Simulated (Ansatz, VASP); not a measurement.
Sb in VASP and in Ansatz

```xyz
1
Lattice="0.0000 2.3050 2.3050 2.3050 0.0000 2.3050 2.3050 2.3050 0.0000" Properties=species:S:1:pos:R:3 pbc="T T T"
Sb    0.0000    0.0000    0.0000
```

Alike in both runs: task single point; functional PBE; k mesh 12 × 12 × 12; occupations fermi-dirac, width 0.05 eV; no spin polarisation.

|  | VASP | Ansatz |
| --- | --- | --- |
| version | VASP 6.6.1 | Ansatz 0.2.0 |
| potentials or method | VASP PAW PBE potentials, release 64 (Sb), cutoff 520 eV | all-electron LAPW, scalar-relativistic |

VASP gave:

| Quantity | Value |
| --- | --- |
| pressure (GPa) | 8.6 |

Question: Which values does Ansatz return?

Answer: Pressure (GPa): 8.7.

Ansatz ran all-electron here, so the differences hold the error of VASP's frozen core and of both bases.

Spin-orbit coupling is left out, which matters for the levels of Sb.
